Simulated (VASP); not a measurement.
Input of a VASP 6.6.1 run:

POSCAR

```
CdSe
1.0
    4.3096852295      0.0000000000      0.0000000000
   -2.1548426148      3.7322968911      0.0000000000
    0.0000000000      0.0000000000      7.0351851828
  Cd              Se
     2     2
Direct
     0.3333333332999970    0.6666666667000030    0.0046653508420675
     0.6666666667000030    0.3333333332999970    0.5046653508420675
     0.3333333332999970    0.6666666667000030    0.3803346491579305
     0.6666666667000030    0.3333333332999970    0.8803346491579305
```

INCAR.step1

```
SYSTEM = CdSe
PREC     = Accurate       ! precision mode
ENCUT    = 600            ! plane-wave cutoff, eV
EDIFF    = 1E-8           ! SCF threshold, eV
ISMEAR   = 0              ! smearing method
SIGMA    = 0.03           ! smearing width, eV
LREAL    = .False.        ! projectors in reciprocal space
LASPH    = .True.         ! aspherical terms in the spheres
NELM     = 80             ! most SCF steps
ALGO     = Fast           ! electronic algorithm
ISIF     = 3              ! what is computed and relaxed
LWAVE    = .False.        ! write WAVECAR
LCHARG   = .False.        ! write CHGCAR
GGA      = PS             ! functional
KPAR     = 2            
IBRION   = 2              ! ionic algorithm
NSW      = 40             ! ionic steps
EDIFFG   = -0.002         ! ionic threshold
```

Contents of INCAR.step2:

```
SYSTEM = CdSe
PREC     = Accurate       ! precision mode
ENCUT    = 600            ! plane-wave cutoff, eV
EDIFF    = 1E-8           ! SCF threshold, eV
ISMEAR   = 0              ! smearing method
SIGMA    = 0.03           ! smearing width, eV
LREAL    = .False.        ! projectors in reciprocal space
LASPH    = .True.         ! aspherical terms in the spheres
NELM     = 80             ! most SCF steps
ALGO     = Fast           ! electronic algorithm
ISIF     = 2              ! what is computed and relaxed
LWAVE    = .False.        ! write WAVECAR
LCHARG   = .False.        ! write CHGCAR
GGA      = PS             ! functional
KPAR     = 2            
IBRION   = 6              ! ionic algorithm
NFREE    = 2            
POTIM    = 0.015          ! step
NSW      = 1              ! ionic steps
```

Contents of KPOINTS:

```
Automatic mesh
0
Gamma
  9 9 4
  0 0 0
```

Potentials or basis: VASP PAW PBE potentials, release 64 (Cd, Se).

Launch:

```bash
$ cat potpaw_PBE.64/Cd/POTCAR potpaw_PBE.64/Se/POTCAR > POTCAR
$ cp INCAR.step1 INCAR
$ mpirun -np 2 vasp_std > vasp.out
$ cp CONTCAR POSCAR
$ cp INCAR.step2 INCAR
$ mpirun -np 2 vasp_std > vasp.out
```

**Question.** What does it give for the highest phonon frequency at Γ, LO-TO splitting left out?

**Answer.** 184 cm⁻¹.

Phonon frequencies in cm⁻¹ (negative: imaginary):
| q point | frequencies |
| --- | --- |
| (0.000, 0.000, 0.000) | 0 0 0 33 33 122 166 170 170 173 173 184 |
